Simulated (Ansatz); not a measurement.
**What strain does to As (puckered monolayer)**

As as a puckered monolayer, relaxed with r2SCAN in Ansatz 0.2.0. The sheet's in-plane cell has a = 4.807 Å, b = 3.634 Å (γ = 90.0°), and its outermost atoms lie 2.36 Å apart along the normal. Around As lie 3 As at 2.47 Å.

The axes x, y and z are those of this cell:
```yaml
crystal:
  lattice:
    - [4.80734, 0.00000, 0.00000]
    - [0.00000, 3.63390, 0.00000]
    - [0.00000, 0.00000, 28.27037]
  atoms:
    - { symbol: As, position: [0.07604, 0.00000, 0.37773] }
    - { symbol: As, position: [0.42396, 0.50000, 0.37773] }
    - { symbol: As, position: [0.57604, 0.50000, 0.29435] }
    - { symbol: As, position: [0.92396, 0.00000, 0.29435] }
```
Periodic in the plane only; c spans the vacuum.

Unstrained: With PBE the gap is 0.921 eV and direct, at Γ. The r2SCAN gap is direct at Γ: 1.138 eV. Meshes: PBE 6×8×1, r2SCAN 6×8×1. Strains are changes of length per length. After each strain the atoms were relaxed again with r2SCAN in this cell and within any symmetry left, so distortions that break it or need a larger cell weren't tested; points keep the names that they have in the unstrained zone. The cell comes from a prototype generator: it can be a known phase or a hypothetical one. Spin polarisation is off.

Changes of the least gap in eV (an overlap counts as a negative gap):
```csv
strain,area change (%),space group,PBE,r2SCAN,"energy rise, r2SCAN (meV/atom)"
uniaxial -2.5 % along x,-2.5,–,-0.220,-0.214,2.4
uniaxial -0.5 % along y,-0.5,–,-0.030,-0.033,0.1
in-plane biaxial -1.0 %,-2.0,–,-0.125,-0.114,1.8
in-plane biaxial -2.5 %,-4.9,–,-0.364,-0.366,12.4
```

Uniaxial -2.5 % along x, other directions held. r2SCAN: the gap goes from 1.138 to 0.924 eV (-0.214 eV); it turns from direct (Γ) to indirect (Γ–X (0.74) → Γ). Stress change with r2SCAN, compression positive: xx +0.62, yy +0.55 N/m.

Uniaxial -0.5 % along y, other directions held. r2SCAN: the gap goes from 1.138 to 1.105 eV (-0.033 eV); with r2SCAN the top three valence levels at Γ, grouped 1+1+1 from the top over 1455 meV, become 1+1+1 over 1494 meV. Stress change with r2SCAN, compression positive: xx +0.09, yy +0.38 N/m.

In-plane biaxial -1.0 %. r2SCAN: the gap goes from 1.138 to 1.024 eV (-0.114 eV); least and direct gap lie within 0.04 eV, so its kind isn't settled. Stress change with r2SCAN, compression positive: xx +0.46, yy +1.01 N/m.

In-plane biaxial -2.5 %. r2SCAN: the gap goes from 1.138 to 0.772 eV (-0.366 eV); it turns from direct (Γ) to indirect (Γ–X (0.76) → Γ). Stress change with r2SCAN, compression positive: xx +1.27, yy +2.73 N/m.

The runs are scalar-relativistic, without spin-orbit coupling.

Where an edge lies off the special points, it is a point of the mesh or the k point where a search put PBE's edge or least direct gap, reused for the other functionals, whose own edges may lie a little apart.

For some runs the program warns that the potential is rough where the density is thin, which bears on empty states near the vacuum.

The splittings at Γ are without spin-orbit coupling, which is tenths of an eV in such compounds, regroups them and changes the shifts of the gap.
